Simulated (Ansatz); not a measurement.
# ZrS2: the cost of one run

Program: the Python package of Ansatz 0.2.0. The levels of theory stand in the script. These are calculated values, not measurements.

## Step 1: The system

The structure is trigonal, space group P-3m1 (No. 164). Conventional cell: a = 3.691 Å, b = 3.691 Å, c = 6.041 Å, α = 90.00°, β = 90.00°, γ = 120.00°. Around Zr (site symmetry -3m) lie 6 S at 2.57 Å. Around S (site symmetry 3m) lie 3 Zr at 2.57 Å.

The script holds or builds the structure itself.

## Step 2: The script

File zrs2.py:

```python
"""How the lattice of ZrS2 depends on the functional."""

import warnings

import ansatz
import numpy as np

ECUT = 530
KGRID = (6, 6, 4)
TOLERANCE = 1e-09
N_EMPTY = 2
OCCUPATIONS = "Gaussian"

def edges_and_angles(cell):
    cell = np.asarray(cell)
    a, b, c = np.linalg.norm(cell, axis=1)
    cosines = cell[1] @ cell[2] / (b * c), cell[0] @ cell[2] / (a * c), cell[0] @ cell[1] / (a * b)
    return (a, b, c, *np.degrees(np.arccos(cosines)))

warnings.simplefilter("ignore", ansatz.DeckWarning)

xtal = (
    ansatz.Lattice.from_parameters(3.691383, 3.691383, 6.041077, alpha=90.0, beta=90.0, gamma=120.0)
    .atom("Zr", (0.0, 0.0, 0.0))
    .atom("S", (2 / 3, 1 / 3, 0.76209))
    .atom("S", (1 / 3, 2 / 3, 0.23791))
)

setup = (
    xtal.calculation()
    .basis(ECUT, density_ratio=4)
    .kpoints(*KGRID, center="monkhorst-pack")
    .scf(tolerance=TOLERANCE, extra_bands=N_EMPTY)
    .occupations(OCCUPATIONS)
    .mixing("msr1", preconditioner="kerker_dos")
    .eigensolver("davidson", full_accuracy=True)
    .relax(cell=True)
)

levels = [("pbe", "d4"), ("pbe", "d3bj"), ("lda", "none"), ("pbesol", "none")]
print("level            a       b       c    alpha   beta  gamma  V/atom  steps")
for name, dispersion in levels:
    seen = []
    run = setup.functional(name, dispersion=dispersion).session().plan()
    res = run.execute(on_event=lambda e: seen.append(e) if e["event"] == "relax_step" else None)
    cell = res.lattice.cell_ang
    label = name if dispersion == "none" else f"{name}+{dispersion}"
    print("{:13s} {:7.4f} {:7.4f} {:7.4f} {:6.2f} {:6.2f} {:6.2f}".format(label, *edges_and_angles(cell)), f"{abs(np.linalg.det(cell)) / len(res.lattice.sites):7.3f} {len(seen):5d}")
```

## Step 3: The input behind the calls

The engine receives this input (first run):

```yaml
crystal:
  lattice:
    a: 3.691383
    b: 3.691383
    c: 6.041077
    alpha: 90.0
    beta: 90.0
    gamma: 120.0
  atoms:
    - { symbol: Zr, position: [0.0, 0.0, 0.0] }
    - { symbol: S, position: [0.6666666666666666, 0.3333333333333333, 0.76209] }
    - { symbol: S, position: [0.3333333333333333, 0.6666666666666666, 0.23791] }
basis:
  ecutwfc: 530.0
  ecutrho_ratio: 4
kpoints:
  mp_grid:
    grid: [6, 6, 4]
    shift: [0.5, 0.5, 0.5]
hamiltonian:
  xc: pbe
  dispersion: d4
scf:
  n_extra_bands: 2
  convergence:
    dr2_threshold: 1.0e-09
  mixing:
    algorithm: msr1
    preconditioner: kerker_dos
  occupations:
    method: gaussian
  eigensolver:
    kind: davidson
    full_accuracy: true
relax:
  cell: {}
```

## Step 4: Running it

Launch:

```console
$ python zrs2.py
```

What time and memory should one allow on 1 thread of Arm Neoverse V1, shared host?

About 3 min, with a peak of 0.46 GiB.
